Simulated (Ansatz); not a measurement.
# Ionic part of the dielectric constant of ZnS at 7 GPa, mode by mode

Method: Ansatz, DFT PBE, scalar-relativistic, plane waves, PAW. Cutoff 420 eV, 10×10×10 k-points (Γ-centred), fixed occupations. No spin polarisation. Phonons by linear response, acoustic sum rule imposed.

The structure is cubic, space group F-43m (No. 216). The conventional cell has a = 5.294 Å, b = 5.294 Å, c = 5.294 Å, α = 90.00°, β = 90.00°, γ = 90.00°. Zn (site symmetry -43m) is surrounded by 4 S at 2.29 Å. Around S (site symmetry -43m) lie 4 Zn at 2.29 Å.

The primitive cell has V = 37.09 Å³ and ε∞,yy = 5.921. Each polar mode adds Δε = (4.92064×10⁷/V)·S/ν² along y, with S its oscillator strength in e²/amu, ν in cm⁻¹ and V in Å³.

Question: From these modes, find each Δε and ε0,yy.
```
ν (cm⁻¹) S_yy (e²/amu)
   300.6         0.1696
```

Answer:
```
ν (cm⁻¹)    Δε
   300.6  2.49
```

The sum is 2.489, so ε0,yy = 8.41; the run's tensor has 8.41.

Question: Where do the longitudinal modes lie for a wave vector along y?

Answer: At 358 cm⁻¹. The Lyddane–Sachs–Teller product Π(ν_LO/ν_TO)² = 1.42 matches ε0/ε∞ = 1.42.

Cost: 1 run of about 0.49 core-minutes, on AMD EPYC 9R45 (Zen 5) (shared hosts).

The static dielectric response of compressed ZnS is mainly electronic: the single polar mode, threefold degenerate by cubic symmetry, adds 2.49 to an ε∞ of 5.921. Polarisable S 3p valence states favour a large electronic part, while stiff, partly covalent Zn–S bonds limit the lattice part, since the latter falls with the square of the transverse frequency. Taken with the reduced mass of the Zn–S pair, the oscillator strength implies a Born effective charge slightly below the formal ionic charge. This dynamical charge includes the electron flow that accompanies bond stretching, so it doesn't measure the static ionicity.

The electronic constant is higher than experiment suggests for zinc-blende ZnS, probably because PBE makes the gap too small. Such overscreening weakens the macroscopic field of the longitudinal mode, so the separation between 300.6 and 358 cm⁻¹ is probably too small. The Lyddane–Sachs–Teller agreement wouldn't reveal this, as both sides contain the same ε∞. With one pressure computed, how compression shifts the balance between the electronic and ionic parts remains open.
